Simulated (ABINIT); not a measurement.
Runs of ABINIT 10.8.3 (patched build) on AlN. The structure is hexagonal, space group P6_3mc (No. 186). The conventional cell has a = 3.113 Å, b = 3.113 Å, c = 4.981 Å, α = 90.00°, β = 90.00°, γ = 120.00°. Al (site symmetry 3m) has 4 N at 1.89 Å as nearest neighbours. Around N (site symmetry 3m) lie 4 Al at 1.89 Å. 

| task | level | cutoff (eV) | fine-grid cutoff | gap on the mesh (eV) | pressure (GPa) | largest force (eV/Å) |
| --- | --- | --- | --- | --- | --- | --- |
| band structure | r2SCAN | 844 | 1442.2 eV | 4.81 | 2.3 | (b) |
| band structure | WC | 844 | 1442.2 eV | 4.12 | (a) | 0.13 |
| band structure | SCAN | 844 | 1442.2 eV | 4.85 | 1.6 | 0.24 |
| band structure | PW91 | 844 | 1442.2 eV | 4.23 | 3.4 | 0.13 |
| band structure | BLYP | 844 | 1442.2 eV | 4.51 | 6.4 | 0.11 |
| band structure | revPBE | 844 | 1442.2 eV | 4.23 | 6.5 | 0.14 |
| band structure | LDA | 844 | 1442.2 eV | 4.21 | -2.7 | 0.12 |

Alike in all rows: potentials or basis JTH PAW PBE v2.0; no spin polarisation; cell as given; k mesh 10 × 10 × 6; smearing fermi-dirac 0.05 eV.

Question: Estimate the missing entries.

Answer: (a) 1.0; (b) 0.15.

Caveats: the PAW data sets were made with another functional, which shifts forces and pressure a little.

Runs at the PBE level aren't shown here.
